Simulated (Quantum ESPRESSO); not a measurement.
# SiO2 (I-42d) in Quantum ESPRESSO: further runs, part 2 of 3

Quantum ESPRESSO 7.5. Earlier steps stand in the parts before.

### 3 Band structure, LDA

pw.in reads:

```
&CONTROL
  calculation = 'scf'
  prefix = 'pwscf'
  outdir = './tmp'
  pseudo_dir = './pseudo'
  tprnfor = .true.
  tstress = .true.
  disk_io = 'low'
/
&SYSTEM
  ibrav = 0
  celldm(1) = 8
  nat = 6
  ntyp = 2
  ecutwfc = 45
  ecutrho = 270
  nbnd = 24
  occupations = 'smearing'
  smearing = 'fd'
  degauss = 0.00367493
/
&ELECTRONS
  conv_thr = 1.2d-09
  electron_maxstep = 120
  mixing_beta = 0.5
/
ATOMIC_SPECIES
Si    28.0850 Si.LDA_PW-JTH.UPF
O     15.9990 O.LDA_PW-JTH.UPF
CELL_PARAMETERS alat
 -0.5851750632063   0.5851750632063   0.8635271811786
  0.5851750632063  -0.5851750632063   0.8635271811786
  0.5851750632063   0.5851750632063  -0.8635271811786
ATOMIC_POSITIONS crystal
Si     0.7500000000    0.2500000000    0.5000000000
Si     0.0000000000    0.0000000000    0.0000000000
O      0.8750000000    0.0282138700    0.6532138700
O      0.7782138700    0.1250000000    0.1532138700
O      0.9717861300    0.6250000000    0.8467861300
O      0.3750000000    0.2217861300    0.3467861300
K_POINTS automatic
8 8 8 0 0 0
```

bands.in reads:

```
&CONTROL
  calculation = 'bands'
  prefix = 'pwscf'
  outdir = './tmp'
  pseudo_dir = './pseudo'
  disk_io = 'low'
  verbosity = 'high'
/
&SYSTEM
  ibrav = 0
  celldm(1) = 8
  nat = 6
  ntyp = 2
  ecutwfc = 45
  ecutrho = 270
  nbnd = 24
  occupations = 'smearing'
  smearing = 'fd'
  degauss = 0.00367493
/
&ELECTRONS
  conv_thr = 1d-08
  electron_maxstep = 120
  mixing_beta = 0.5
  diago_full_acc = .true.
  startingwfc = 'random'
/
ATOMIC_SPECIES
Si    28.0850 Si.LDA_PW-JTH.UPF
O     15.9990 O.LDA_PW-JTH.UPF
CELL_PARAMETERS alat
 -0.5851750632063   0.5851750632063   0.8635271811786
  0.5851750632063  -0.5851750632063   0.8635271811786
  0.5851750632063   0.5851750632063  -0.8635271811786
ATOMIC_POSITIONS crystal
Si     0.7500000000    0.2500000000    0.5000000000
Si     0.0000000000    0.0000000000    0.0000000000
O      0.8750000000    0.0282138700    0.6532138700
O      0.7782138700    0.1250000000    0.1532138700
O      0.9717861300    0.6250000000    0.8467861300
O      0.3750000000    0.2217861300    0.3467861300
K_POINTS crystal
60
 0.0000000000  0.0000000000  0.0000000000 1
 0.0000000000  0.0000000000  0.0714285714 1
 0.0000000000  0.0000000000  0.1428571429 1
 0.0000000000  0.0000000000  0.2142857143 1
 0.0000000000  0.0000000000  0.2857142857 1
 0.0000000000  0.0000000000  0.3571428571 1
 0.0000000000  0.0000000000  0.4285714286 1
 0.0000000000  0.0000000000  0.5000000000 1
-0.0765364556  0.0765364556  0.5000000000 1
-0.1530729112  0.1530729112  0.5000000000 1
-0.2296093669  0.2296093669  0.5000000000 1
-0.2972070251  0.2972070251  0.4324023417 1
-0.3648046834  0.3648046834  0.3648046834 1
-0.3192040980  0.3192040980  0.3192040980 1
-0.2736035126  0.2736035126  0.2736035126 1
-0.2280029271  0.2280029271  0.2280029271 1
-0.1824023417  0.1824023417  0.1824023417 1
-0.1368017563  0.1368017563  0.1368017563 1
-0.0912011709  0.0912011709  0.0912011709 1
-0.0456005854  0.0456005854  0.0456005854 1
 0.0000000000  0.0000000000  0.0000000000 1
 0.0625000000  0.0625000000 -0.0625000000 1
 0.1250000000  0.1250000000 -0.1250000000 1
 0.1875000000  0.1875000000 -0.1875000000 1
 0.2500000000  0.2500000000 -0.2500000000 1
 0.3125000000  0.3125000000 -0.3125000000 1
 0.3750000000  0.3750000000 -0.3750000000 1
 0.4375000000  0.4375000000 -0.4375000000 1
 0.5000000000  0.5000000000 -0.5000000000 1
 0.4549348945  0.5450651055 -0.4549348945 1
 0.4098697890  0.5901302110 -0.4098697890 1
 0.3648046834  0.6351953166 -0.3648046834 1
 0.2918437467  0.6081562533 -0.2918437467 1
 0.2188828101  0.5811171899 -0.2188828101 1
 0.1459218734  0.5540781266 -0.1459218734 1
 0.0729609367  0.5270390633 -0.0729609367 1
 0.0000000000  0.5000000000  0.0000000000 1
 0.0416666667  0.4583333333  0.0416666667 1
 0.0833333333  0.4166666667  0.0833333333 1
 0.1250000000  0.3750000000  0.1250000000 1
 0.1666666667  0.3333333333  0.1666666667 1
 0.2083333333  0.2916666667  0.2083333333 1
 0.2500000000  0.2500000000  0.2500000000 1
 0.2916666667  0.2916666667  0.1700651055 1
 0.3333333333  0.3333333333  0.0901302110 1
 0.3750000000  0.3750000000  0.0101953166 1
 0.4166666667  0.4166666667 -0.0697395779 1
 0.4583333333  0.4583333333 -0.1496744724 1
 0.5000000000  0.5000000000 -0.2296093669 1
 0.5000000000  0.5000000000 -0.2836874935 1
 0.5000000000  0.5000000000 -0.3377656201 1
 0.5000000000  0.5000000000 -0.3918437467 1
 0.5000000000  0.5000000000 -0.4459218734 1
 0.5000000000  0.5000000000 -0.5000000000 1
 0.0000000000  0.0000000000  0.5000000000 1
 0.0500000000  0.0500000000  0.4500000000 1
 0.1000000000  0.1000000000  0.4000000000 1
 0.1500000000  0.1500000000  0.3500000000 1
 0.2000000000  0.2000000000  0.3000000000 1
 0.2500000000  0.2500000000  0.2500000000 1
```

Potentials or basis: JTH 2.0 LDA.

Command:

```sh
OMP_NUM_THREADS=1 pw.x -in pw.in > pw.out
OMP_NUM_THREADS=1 pw.x -in bands.in > bands.out
```

Wall time 5.9 min (1 thread of AMD EPYC 7R43 (Zen 3), shared host); peak memory 0.15 GiB.

It converged, with:

| Property | Result |
| --- | --- |
| Free energy | -3441.0279 eV |
| Pressure | -2.6 GPa |
| Largest force | 0.184 eV/Å |
| Band gap on the k mesh | 5.68 eV, direct |
| Band gap along the path | 5.68 eV, direct |

Forces in eV/Å, atoms in the order of the input:
```
Si   0.000  0.000  0.000
Si   0.000  0.000  0.000
O    0.184  0.000  0.000
O    0.000  0.184  0.000
O    0.000 -0.184  0.000
O   -0.184  0.000  0.000
```

Levels at the corners of the path, in eV from the valence-band top:
```
point  band 14  band 15  band 16  band 17  band 18  band 19
    Γ    -0.68     0.00     0.00     5.68     8.59    10.42
    X    -0.98    -0.33    -0.33     8.89     8.89    10.01
    Y    -1.09    -0.47    -0.47     9.27     9.27     9.40
    S    -1.13    -0.65    -0.27     8.91     9.12     9.13
    Γ    -0.68     0.00     0.00     5.68     8.59    10.42
    Z    -1.48    -0.32    -0.32     8.67     8.67    10.03
   S1    -1.13    -0.65    -0.27     8.91     9.12     9.13
    N    -0.79    -0.49    -0.14     8.02     8.68     9.46
    P    -1.02    -0.44    -0.44     9.27     9.27     9.29
   Y1    -1.09    -0.47    -0.47     9.27     9.27     9.40
    Z    -1.48    -0.32    -0.32     8.67     8.67    10.03
    X    -0.98    -0.33    -0.33     8.89     8.89    10.01
    P    -1.02    -0.44    -0.44     9.27     9.27     9.29
```

Caveat: the cutoff is low for these files, which shifts pressure and relaxed volume; some levels on the path didn't converge.

### 4 Band structure, LDA

Edit pw.in of step 3 so:

```diff
@@ -14,4 +14,3 @@
   ntyp = 2
-  ecutwfc = 45
-  ecutrho = 270
+  ecutwfc = 84
   nbnd = 24
@@ -27,4 +26,4 @@
 ATOMIC_SPECIES
-Si    28.0850 Si.LDA_PW-JTH.UPF
-O     15.9990 O.LDA_PW-JTH.UPF
+Si    28.0850 Si.upf
+O     15.9990 O.upf
 CELL_PARAMETERS alat
```

Edit bands.in of step 3 so:

```diff
@@ -13,4 +13,3 @@
   ntyp = 2
-  ecutwfc = 45
-  ecutrho = 270
+  ecutwfc = 84
   nbnd = 24
@@ -28,4 +27,4 @@
 ATOMIC_SPECIES
-Si    28.0850 Si.LDA_PW-JTH.UPF
-O     15.9990 O.LDA_PW-JTH.UPF
+Si    28.0850 Si.upf
+O     15.9990 O.upf
 CELL_PARAMETERS alat
```

Potentials or basis: PseudoDojo 0.4.1 SR LDA standard.

Command:

```sh
OMP_NUM_THREADS=1 pw.x -in pw.in > pw.out
OMP_NUM_THREADS=1 pw.x -in bands.in > bands.out
```

pw.out:

```text
This program is part of the open-source Quantum ESPRESSO suite
     for quantum simulation of materials; please cite
[... 9 lines left out ...]
     --------------------
     sticks:   dense  smooth     PW     G-vecs:    dense   smooth      PW
     Sum        2443    2443    763                63001    63001   10947

     Using Slab Decomposition

     bravais-lattice index     =            0
     lattice parameter (alat)  =       8.0000  a.u.
     unit-cell volume          =     605.5885 (a.u.)^3
     number of atoms/cell      =            6
     number of atomic types    =            2
     number of electrons       =        32.00
     number of Kohn-Sham states=           24
     kinetic-energy cutoff     =      84.0000  Ry
     charge density cutoff     =     336.0000  Ry
     scf convergence threshold =      1.2E-09
     mixing beta               =       0.5000
     number of iterations used =            8  plain     mixing
     Exchange-correlation= SLA  PW   NOGX NOGC
                           (   1   4   0   0   0   0   0)

     celldm(1)=   8.000000  celldm(2)=   0.000000  celldm(3)=   0.000000
     celldm(4)=   0.000000  celldm(5)=   0.000000  celldm(6)=   0.000000

     crystal axes: (cart. coord. in units of alat)
               a(1) = (  -0.585175   0.585175   0.863527 )
               a(2) = (   0.585175  -0.585175   0.863527 )
               a(3) = (   0.585175   0.585175  -0.863527 )

     reciprocal axes: (cart. coord. in units 2 pi/alat)
               b(1) = (  0.000000  0.854445  0.579021 )
               b(2) = (  0.854445  0.000000  0.579021 )
               b(3) = (  0.854445  0.854445  0.000000 )

     PseudoPot. # 1 for Si read from file:
     Si.upf
     Pseudo is Norm-conserving + core correction, Zval =  4.0
     Generated using ONCVPSP code by D. R. Hamann
     Using radial grid of 1510 points,  6 beta functions with:
                l(1) =   0
                l(2) =   0
                l(3) =   1
                l(4) =   1
                l(5) =   2
                l(6) =   2

     PseudoPot. # 2 for O  read from file:
     O.upf
     Pseudo is Norm-conserving + core correction, Zval =  6.0
     Generated using ONCVPSP code by D. R. Hamann
     Using radial grid of  926 points,  5 beta functions with:
                l(1) =   0
                l(2) =   0
                l(3) =   1
                l(4) =   1
                l(5) =   2

     atomic species   valence    mass     pseudopotential
     Si                4.00    28.08500     Si( 1.00)
     O                 6.00    15.99900     O ( 1.00)

      8 Sym. Ops. (no inversion) found ( 4 have fractional translation)

   Cartesian axes

     site n.     atom                  positions (alat units)
         1        Si     tau(   1) = (   0.0000000   0.5851751   0.4317636  )
         2        Si     tau(   2) = (   0.0000000   0.0000000   0.0000000  )
         3        O      tau(   3) = (  -0.1132737   0.8777626   0.2158818  )
         4        O      tau(   4) = (  -0.2925875   0.4719014   0.6476454  )
         5        O      tau(   5) = (   0.2925875   0.6984487   0.6476454  )
         6        O      tau(   6) = (   0.1132737   0.2925875   0.2158818  )

     number of k points=    59  Fermi-Dirac smearing, width (Ry)=  0.0037
                       cart. coord. in units 2pi/alat
        k(    1) = (   0.0000000   0.0000000   0.0000000), wk =   0.0039062
        k(    2) = (   0.1068056   0.1068056   0.0000000), wk =   0.0156250
        k(    3) = (   0.2136113   0.2136113   0.0000000), wk =   0.0156250
        k(    4) = (   0.3204169   0.3204169   0.0000000), wk =   0.0156250
        k(    5) = (  -0.4272226  -0.4272226   0.0000000), wk =   0.0078125
        k(    6) = (   0.1068056   0.0000000   0.0723776), wk =   0.0312500
[... 51 lines left out ...]
        k(   58) = (  -0.7476395  -0.1068056  -0.0000000), wk =   0.0156250
        k(   59) = (  -0.8544452  -0.8544452  -0.5790206), wk =   0.0039062

     Dense  grid:    63001 G-vectors     FFT dimensions: (  60,  60,  60)

     Initial potential from superposition of free atoms

     starting charge      31.9989, renormalised to      32.0000
     Starting wfcs are   24 randomized atomic wfcs

     Self-consistent Calculation

     iteration #  1     ecut=    84.00 Ry     beta= 0.50
     Davidson diagonalization with overlap
     ethr =  1.00E-02,  avg # of iterations =  4.8

     total energy              =    -149.29616166 Ry
     estimated scf accuracy    <       1.53686982 Ry

     iteration #  2     ecut=    84.00 Ry     beta= 0.50
     Davidson diagonalization with overlap
     ethr =  4.80E-03,  avg # of iterations =  2.0

     total energy              =    -149.72560232 Ry
     estimated scf accuracy    <       0.15619539 Ry

     iteration #  3     ecut=    84.00 Ry     beta= 0.50
     Davidson diagonalization with overlap
     ethr =  4.88E-04,  avg # of iterations =  3.5
[... 36 lines left out ...]
     total energy              =    -149.74459660 Ry
     estimated scf accuracy    <       0.00000008 Ry

     iteration #  9     ecut=    84.00 Ry     beta= 0.50
     Davidson diagonalization with overlap
     ethr =  2.65E-10,  avg # of iterations =  2.0

     total energy              =    -149.74459661 Ry
     estimated scf accuracy    <          2.9E-09 Ry

     iteration # 10     ecut=    84.00 Ry     beta= 0.50
     Davidson diagonalization with overlap
     ethr =  9.11E-12,  avg # of iterations =  3.6

     End of self-consistent calculation

          k = 0.0000 0.0000 0.0000 (  7849 PWs)   bands (ev):

   -18.4691 -16.3113 -16.3113 -16.2503  -8.8500  -5.1540  -5.1540  -4.8866
    -2.1179  -1.6957  -1.2014  -1.2014  -1.1471  -0.2438   0.4363   0.4363
     6.1812   9.0478  10.8837  10.8837  10.9328  12.1345  12.1345  13.1811

          k = 0.1068 0.1068 0.0000 (  7855 PWs)   bands (ev):

   -18.4039 -16.4221 -16.3157 -16.2588  -8.6840  -5.2914  -5.0756  -4.8019
    -2.1614  -1.6421  -1.3850  -1.2093  -1.2026  -0.2224   0.3886   0.3897
     6.5102   9.2493  10.3396  10.7398  11.5014  11.8648  12.0981  12.9948

          k = 0.2136 0.2136 0.0000 (  7865 PWs)   bands (ev):

   -18.2135 -16.7164 -16.3254 -16.2815  -8.2281  -5.6400  -4.8686  -4.6408
    -2.2765  -1.7537  -1.5380  -1.3776  -1.1689  -0.2123   0.2652   0.2780
     7.3619   9.7134  10.0206  10.4679  11.6282  11.8022  12.1686  12.2736
[... 85 lines left out ...]
          k = 0.1068-0.2136 0.2171 (  7869 PWs)   bands (ev):

   -18.1881 -16.7475 -16.3289 -16.2918  -8.1604  -5.4769  -4.8976  -4.7795
    -2.0992  -1.9678  -1.7088  -1.2116  -1.0753  -0.3713   0.1715   0.3013
     7.4634   9.5926  10.0281  10.6413  11.0892  11.7391  12.2242  13.3143

          k =-0.4272-0.0000-0.2895 (  7868 PWs)   bands (ev):

   -18.0154 -16.9968 -16.3293 -16.2931  -7.8352  -5.6225  -4.8741  -4.6949
    -2.4345  -1.9016  -1.6613  -1.2139  -1.0775  -0.3597  -0.0627   0.2942
     8.5247   9.1393   9.9055  10.4687  11.0548  11.8376  11.9675  13.4195

          k =-0.3204 0.1068-0.2895 (  7871 PWs)   bands (ev):

   -18.0184 -16.9857 -16.3332 -16.2980  -7.8156  -5.7088  -4.8089  -4.6962
    -2.3793  -1.9400  -1.7258  -1.1642  -1.0138  -0.4493  -0.0238   0.2834
     8.2944   9.5324   9.8149  10.5017  10.9860  11.7910  12.1065  13.3389

          k =-0.2136 0.2136-0.2895 (  7875 PWs)   bands (ev):

   -18.0214 -16.9745 -16.3383 -16.3019  -7.7953  -5.7860  -4.7351  -4.7159
    -2.3125  -1.9932  -1.7835  -1.0375  -1.0041  -0.5745   0.0391   0.2572
     8.1583   9.7253   9.9201  10.3965  11.0323  11.6495  12.3025  13.3833

          k = 0.2136 0.2136 0.1448 (  7879 PWs)   bands (ev):

   -18.1642 -16.7860 -16.3295 -16.2864  -8.1152  -5.6474  -4.8335  -4.6846
    -2.1914  -2.0130  -1.5997  -1.1724  -1.1429  -0.3216   0.2030   0.2755
     7.5655   9.7054   9.9963  10.5642  11.1073  11.8520  12.1160  12.9237

          k = 0.3204 0.3204 0.1448 (  7874 PWs)   bands (ev):

   -17.8849 -17.1486 -16.3339 -16.3076  -7.5256  -6.1885  -4.6265  -4.5397
    -2.2980  -2.2562  -1.5833  -1.3693  -0.8752  -0.3962   0.0823   0.1426
     8.5821   9.8298   9.9694  10.4787  11.0222  11.7920  12.1113  12.4405

          k = 0.4272 0.4272 0.1448 (  7866 PWs)   bands (ev):
[... 203 lines left out ...]
          k =-0.7476-0.1068-0.0000 (  7890 PWs)   bands (ev):

   -17.5248 -17.5248 -16.3459 -16.3459  -6.6943  -6.6943  -4.5796  -4.5796
    -2.2237  -2.2237  -1.5422  -1.5422  -0.9448  -0.9448   0.0544   0.0544
     9.2965   9.2965  10.2413  10.2413  11.6496  11.6496  13.0724  13.0724

          k =-0.8544-0.8544-0.5790 (  7960 PWs)   bands (ev):

   -17.5239 -17.5239 -16.3484 -16.3484  -6.6771  -6.6771  -4.5754  -4.5754
    -2.0948  -2.0948  -1.6749  -1.6749  -1.0443  -1.0443   0.1085   0.1085
     9.1268   9.1268  10.4856  10.4856  11.9199  11.9199  12.9328  12.9328

     the Fermi energy is     1.7144 ev

!    total energy              =    -149.74459661 Ry
     estimated scf accuracy    <          1.2E-09 Ry
     smearing contrib. (-TS)   =      -0.00000000 Ry
     internal energy E=F+TS    =    -149.74459661 Ry

     The total energy is F=E-TS. E is the sum of the following terms:
     one-electron contribution =     -96.00177218 Ry
     hartree contribution      =      63.04131408 Ry
     xc contribution           =     -39.90403577 Ry
     ewald contribution        =     -76.88010274 Ry

     convergence has been achieved in  10 iterations

     Forces acting on atoms (cartesian axes, Ry/au):

     atom    1 type  1   force =     0.00000000   -0.00000000   -0.00000000
     atom    2 type  1   force =     0.00000000    0.00000000    0.00000000
     atom    3 type  2   force =     0.00765185    0.00000000    0.00000000
     atom    4 type  2   force =    -0.00000000    0.00765185   -0.00000000
     atom    5 type  2   force =    -0.00000000   -0.00765185   -0.00000000
     atom    6 type  2   force =    -0.00765185   -0.00000000    0.00000000

     Total force =     0.015304     Total SCF correction =     0.000025

     Computing stress (Cartesian axis) and pressure

          total   stress  (Ry/bohr**3)                   (kbar)     P=      -29.21
  -0.00019993  -0.00000000   0.00000000          -29.41       -0.00        0.00
   0.00000000  -0.00019993   0.00000000            0.00      -29.41        0.00
   0.00000000  -0.00000000  -0.00019591            0.00       -0.00      -28.82

=------------------------------------------------------------------------------=
   JOB DONE.
=------------------------------------------------------------------------------=
```

Run time: 5.9 min. Hardware: 1 thread of AMD EPYC 7R43 (Zen 3), shared host; peak memory 0.27 GiB.

Results:

```yaml
Free_energy: -2037.3790 eV
Pressure: -2.9 GPa
Largest_force: 0.197 eV/Å
Band_gap_on_the_k_mesh: 5.74 eV, direct
Band_gap_along_the_path: 5.74 eV, direct
```

Forces on the atoms (eV/Å):
```
Si   0.000  0.000  0.000
Si   0.000  0.000  0.000
O    0.197  0.000  0.000
O    0.000  0.197  0.000
O    0.000 -0.197  0.000
O   -0.197  0.000  0.000
```

Levels at the corners of the path, in eV from the valence-band top:
```tsv
point	band 14	band 15	band 16	band 17	band 18	band 19
Γ	-0.68	0.00	0.00	5.74	8.61	10.45
X	-0.99	-0.34	-0.34	8.91	8.91	10.03
Y	-1.09	-0.47	-0.47	9.29	9.29	9.44
S	-1.13	-0.65	-0.27	8.96	9.14	9.15
Γ	-0.68	0.00	0.00	5.74	8.61	10.45
Z	-1.48	-0.33	-0.33	8.69	8.69	10.05
S1	-1.13	-0.65	-0.27	8.96	9.14	9.15
N	-0.80	-0.50	-0.14	8.09	8.70	9.47
P	-1.03	-0.45	-0.45	9.30	9.30	9.32
Y1	-1.09	-0.47	-0.47	9.29	9.29	9.44
Z	-1.48	-0.33	-0.33	8.69	8.69	10.05
X	-0.99	-0.34	-0.34	8.91	8.91	10.03
P	-1.03	-0.45	-0.45	9.30	9.30	9.32
```

(Part 2 of 3 ends here.)
